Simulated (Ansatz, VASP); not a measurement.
Bi in VASP and in Ansatz

```
Bi
1.0
     0.00000    2.59902    2.59902
     2.59902    0.00000    2.59902
     2.59902    2.59902    0.00000
Bi
1
Direct
  0.00000 0.00000 0.00000
```

Alike in both runs: task single point; functional revPBE; k mesh 18 × 18 × 18; occupations fermi-dirac, width 0.1 eV; no spin polarisation.

|  | VASP | Ansatz |
| --- | --- | --- |
| version | VASP 6.6.1 | Ansatz 0.2.0 |
| potentials or method | VASP PAW PBE potentials, release 64 (Bi_d) | plane waves (420 eV) with PAW, scalar-relativistic |
| plane-wave cutoff (eV) | 520 | 420 |
| valence electrons in the cell | 15 | 15 |

```csv
,VASP,Ansatz,Ansatz less VASP
pressure (GPa),-3.2,-3.1,+0.07
```

The functional is the same, so the differences come from potentials, cutoffs and numerics.

Caveats: the PAW data sets were made with another functional, which shifts forces and pressure a little (VASP).
